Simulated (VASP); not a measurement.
Crystal: GeS.

```
Ge S
1.0
    10.48100    0.00000    0.00000
     0.00000    3.64600    0.00000
     0.00000    0.00000    4.29900
Ge S
4 4
Cartesian
  1.2797 0.9115 0.5490
  3.9608 2.7345 2.6985
  6.5202 0.9115 1.6005
  9.2013 2.7345 3.7500
  8.9036 0.9115 2.1594
  6.8179 2.7345 0.0099
  3.6631 0.9115 4.2891
  1.5774 2.7345 2.1396
```

| Quantity | Value |
| --- | --- |
| Program | VASP 6.6.1 |
| Task | relaxation of cell and atoms |
| Functional | r2SCAN |
| Potentials or basis | VASP PAW PBE potentials, release 64 (Ge_d, S) |
| Cutoff | 600 eV |
| k mesh | 4 × 8 × 6 |
| Occupations | gaussian, width 0.03 eV |
| Spin | no spin polarisation |

At the start: pressure 0.9 GPa; volume 20.54 Å³/atom.

Problem. How do energy, volume and symmetry change on relaxing?

Solution. Over 16 steps the energy falls by 9.5 meV/atom and the volume is 22.09 Å³/atom (+7.6 %); space group Pnma (No. 62, to 0.05 Å).

Step by step:
| step | energy change (eV) | largest force (eV/Å) | pressure (GPa) | volume (Å³) |
| --- | --- | --- | --- | --- |
| 1 | 0.0000 | 0.1337 | 0.87 | 164.28 |
| 2 | -0.0173 | 0.1816 | 0.10 | 166.95 |
| 3 | -0.0244 | 0.2373 | -0.69 | 169.96 |
| 4 | -0.0358 | 0.1887 | -0.53 | 170.48 |
| 5 | -0.0547 | 0.0666 | -0.14 | 171.72 |
| 6 | -0.0557 | 0.2340 | 0.71 | 174.17 |
| 7 | -0.0615 | 0.1001 | 0.29 | 172.98 |
| 8 | -0.0682 | 0.0704 | 0.12 | 174.27 |
| 9 | -0.0742 | 0.0272 | -0.36 | 178.09 |
| 10 | -0.0746 | 0.0212 | -0.27 | 177.28 |
| 11 | -0.0758 | 0.0297 | 0.08 | 176.66 |
| 12 | -0.0758 | 0.0253 | 0.03 | 176.72 |
| 13 | -0.0760 | 0.0125 | 0.02 | 176.76 |
| 14 | -0.0760 | 0.0091 | -0.01 | 176.78 |
| 15 | -0.0760 | 0.0092 | -0.01 | 176.77 |
| 16 | -0.0761 | 0.0061 | 0.01 | 176.73 |

Final structure:
```xyz
8
Lattice="10.8185 0.0000 0.0000 0.0000 3.5828 0.0000 0.0000 0.0000 4.5595" Properties=species:S:1:pos:R:3 pbc="T T T"
Ge    1.3860    0.8957    0.6219
Ge    4.0232    2.6871    2.9017
Ge    6.7952    0.8957    1.6578
Ge    9.4325    2.6871    3.9375
S     9.1388    0.8957    2.3394
S     7.0889    2.6871    0.0597
S     3.7296    0.8957    4.4998
S     1.6797    2.6871    2.2201
```

Caveat: the PAW data sets were made with another functional, which shifts forces and pressure a little.
